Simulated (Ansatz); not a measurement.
# Al6H: the cost of one run

Computed with Ansatz 0.2.0 (DFT PBE, scalar-relativistic, plane waves, PAW, unless a step's input says otherwise).

16 further runs of the same task are left out: 16 set aside as unsound or not needed.

**1. The starting structure**

Symmetry: Fm-3m, No. 225, cubic system. The conventional cell has a = 4.041 Å, b = 4.041 Å, c = 4.041 Å, α = 90.00°, β = 90.00°, γ = 90.00°. Al (site symmetry m-3m) is surrounded by 12 Al at 2.86 Å.

Coordinates:

```cif
data_structure
_symmetry_space_group_name_H-M 'P 1'
_symmetry_Int_Tables_number 1
_cell_length_a 2.8572
_cell_length_b 2.8572
_cell_length_c 2.8572
_cell_angle_alpha 60.000
_cell_angle_beta 60.000
_cell_angle_gamma 60.000
_cell_volume 16.49
loop_
_atom_site_label
_atom_site_type_symbol
_atom_site_fract_x
_atom_site_fract_y
_atom_site_fract_z
_atom_site_occupancy
Al1 Al 0.00000 0.00000 0.00000 1
```

It is the result of an earlier relaxation at this level (volume 16.49 Å³/atom; gap on the mesh: none (metal)).

**2. Plan of the scan**

Atoms count from 1 in the order of the input.

H2 lies flat over one site of a rigid substrate while its bond length and height are varied.

First coordinate, distance H13-H14: 8 values from 0.650 to 2.650 Å. Second coordinate, height of the H2 axis above the plane of Al9: 9 values from 0.45 to 3.60 Å.

Nothing else is relaxed. Points are written as (first, second).

**3. Grid point (1.495 Å, 1.09 Å)**

A dipole layer in the vacuum cancels the field that periodic copies would set up if the slab's two faces differ.

Input file input.yaml:

```yaml
crystal:
  lattice:
    - [5.7143028096, 0.0, 0.0]
    - [-2.8571514048, 4.948731398, 0.0]
    - [0.0, 0.0, 22.6016424635]
  atoms:
    - { symbol: Al, position: [0.3333333333, 0.1666666667, 0.1769782885] }
    - { symbol: Al, position: [0.3333333333, 0.6666666667, 0.1769782885] }
    - { symbol: Al, position: [0.8333333333, 0.1666666667, 0.1769782885] }
    - { symbol: Al, position: [0.8333333333, 0.6666666667, 0.1769782885] }
    - { symbol: Al, position: [0.1666666667, 0.3333333333, 0.2787817904] }
    - { symbol: Al, position: [0.1666666667, 0.8333333333, 0.2787817904] }
    - { symbol: Al, position: [0.6666666667, 0.3333333333, 0.2787817904] }
    - { symbol: Al, position: [0.6666666667, 0.8333333333, 0.2787817904] }
    - { symbol: Al, position: [0.0, 0.0, 0.3805759903] }
    - { symbol: Al, position: [0.0, 0.5, 0.3805759903] }
    - { symbol: Al, position: [0.5, 0.0, 0.3805759903] }
    - { symbol: Al, position: [0.5, 0.5, 0.3805759903] }
    - { symbol: H, position: [0.2025212247, 0.1666666667, 0.4288025739] }
    - { symbol: H, position: [0.464145442, 0.1666666667, 0.4288025739] }
basis:
  ecutwfc: 420
kpoints:
  mp_grid: { grid: [6, 6, 1] }
hamiltonian:
  xc: pbe
scf:
  occupations: { method: gaussian, width: 0.1 }
output:
  forces: true
  eigenvalues: true
efield:
  axis: 3
  dipole_correction: true
  ramp_width: 0.04
```

On the command line:

```bash
$ ansatz run input.yaml --threads 4 --pin off --max-ram 12288MiB --backend cpu --events-out ev --progress --plain --runs-dir out
```

**Question.** How long does this run take on 4 threads of Intel Xeon at 2.60GHz (Ice Lake), shared host, and how much memory does it need?

About 4.6 s, with a peak of 0.98 GiB.
